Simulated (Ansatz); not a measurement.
Method: Ansatz, DFT PBE, scalar-relativistic, plane waves, PAW. All cells share a 420 eV cutoff and Γ-centred k meshes spaced about 0.3 Å⁻¹ or finer (0.25 for metals, 2π included). No spin polarisation.

Relaxed structures of Mo3H, with energies over the first row. Coordination counts Mo atoms around H (those within 1.25 times the shortest such distance or 1.15 times the sum of covalent radii, 1.27 where that leaves under three; a plus sign parts nearer from farther groups).

| # | form | sites | V (Å³/atom) | coordination | ΔE (meV/atom) |
| --- | --- | --- | --- | --- | --- |
| 1 | I-4m2 | H 2d; Mo 4e, 2a | 12.6 | H 4 | 0 |
| 2 | P-3m1 | H 1b; Mo 2d, 1a | 12.5 | H 6 | 90 |
| 3 | P6_322 | H 2c; Mo 6g | 12.6 | H 6 | 100 |

A further structure, relaxed alike:

```
CELL_PARAMETERS angstrom
-1.56303 1.56303 5.13641
1.56303 -1.56303 5.13641
1.56303 1.56303 -5.13641
ATOMIC_POSITIONS crystal
H 0.50000 0.50000 0.00000
Mo 0.68073 0.68073 0.00000
Mo 0.31927 0.31927 0.00000
Mo 0.00000 0.00000 0.00000
```

Problem. Where does it fall in the ranking, and at what energy?

Solution. It falls between rows 1 and 2, 14 meV/atom above row 1, with space group I4/mmm (No. 139) and 12.5 Å³/atom. Counting Mo atoms around H, this cell has H 2+4 and row 1 has H 4. H is surrounded by 2 Mo at 1.86 Å and 4 Mo at 2.21 Å; Mo on a site of symmetry 4mm is surrounded by 1 H at 1.86 Å, 4 Mo at 2.63 Å, 4 Mo at 2.89 Å and 5 Mo at 3.13–3.28 Å; around Mo on a site of symmetry 4/mmm lie 4 H at 2.21 Å, 8 Mo at 2.89 Å and 6 Mo at 3.13–3.28 Å.

Even the lowest cell shown lies +0.15 eV/atom against the elements' standard structures at this level. For metals, differences of a few meV/atom aren't resolved. With hydrogen, zero-point motion can shift such differences by 10 meV/atom or more. Trial moments fell under 0.15 μB along the way in I-4m2, I4/mmm, P-3m1 and P6_322; another start might hold them. With atoms moved at random, row 2 (by 143 meV/atom) fell into a lower structure. Row 1, row 3 and the further cell had no clear such test and can be saddle points. Some types were kept out of the candidates beforehand, so the set may lack a known form.
